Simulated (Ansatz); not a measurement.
# BaO: the cost of one run

Computed with Ansatz 0.2.0 through its Python package. The levels of theory stand in the script.

**1. The system**

It takes space group Fm-3m (No. 225, cubic). Conventional cell: a = 5.500 Å, b = 5.500 Å, c = 5.500 Å, α = 90.00°, β = 90.00°, γ = 90.00°. Ba (site symmetry m-3m) is surrounded by 6 O at 2.75 Å. O (site symmetry m-3m) has 6 Ba at 2.75 Å in its first shell of neighbours.

No structure file is read: the coordinates are typed or built in the script.

**2. The script**

run_ddh.py

```python
# -*- coding: utf-8 -*-
"""A hybrid whose exact exchange is one over the dielectric constant of BaO."""

import warnings

import ansatz as az
import numpy as np

ECUT = 470
MESH = (4, 4, 4)
SMEARING = "fixed"


def count_gap(report):
    # lowest empty less highest filled band, counting bands; zero where they overlap
    return max(report.get("gap_by_band_count_ev") or 0.0, 0.0)

warnings.simplefilter("ignore", az.DeckWarning)

lattice = az.Lattice.of(
    (0.0, 2.75, 2.75),
    (2.75, 0.0, 2.75),
    (2.75, 2.75, 0.0),
)
sites = [
    ("Ba", (0.0, 0.0, 0.0)),
    ("O", (0.5, 0.5, 0.5)),
]
cell = az.Crystal(lattice=lattice)
for symbol, position in sites:
    cell = cell.atom(symbol, position)

job = (
    cell.calculation()
    .basis(ECUT)
    .kpoints(*MESH)
    .occupations(SMEARING)
    .band_table()
)
semilocal = job.functional("pbe").run(threads=1).report
hybrid = job.functional(exchange="pbe", correlation="pbe", exact_fraction="inverse_dielectric").run(threads=1).report
alpha = hybrid["hybrid"]["exact_exchange_fraction"]
print(f"fraction of exact exchange {alpha:.4f}, so eps_inf = {1 / alpha:.2f}")
print(f"gap by band count: {count_gap(semilocal):.3f} eV semilocal, {count_gap(hybrid):.3f} eV hybrid")
```

**3. The run**

Started as:

```bash
python run_ddh.py
```

What time and memory should one allow on 1 thread of Arm Neoverse V1, shared host?

About 24 s, with a peak of 0.82 GiB.
